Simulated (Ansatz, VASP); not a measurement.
## One calculation of TePb, two programs

```xyz
2
Lattice="0.0000 3.2310 3.2310 3.2310 0.0000 3.2310 3.2310 3.2310 0.0000" Properties=species:S:1:pos:R:3 pbc="T T T"
Te    3.2310    3.1310    3.2310
Pb    0.0000    0.0000    0.0000
```

Alike in both runs: task single point; functional PBEsol; k mesh 6 × 6 × 6; no spin polarisation.

|  | VASP | Ansatz |
| --- | --- | --- |
| version | VASP 6.6.1 | Ansatz 0.2.0 |
| potentials or method | VASP PAW PBE potentials, release 64 (Te, Pb_d) | plane waves, PAW |
| plane-wave cutoff (eV) | 520 | 490 |
| occupations | gaussian, width 0.01 eV | fixed |
| valence electrons in the cell | 20 | 30 |

```tsv
	VASP	Ansatz	Ansatz less VASP
rms of the force components (eV/Å)	0.025	0.024	-0.0008
```

Atom by atom the forces differ by 0.001 eV/Å (rms over components). The two sets of potentials don't hold the same shells in valence.

Caveats: the PAW data sets were made with another functional, which shifts forces and pressure a little (VASP). A k mesh can miss the band edges.
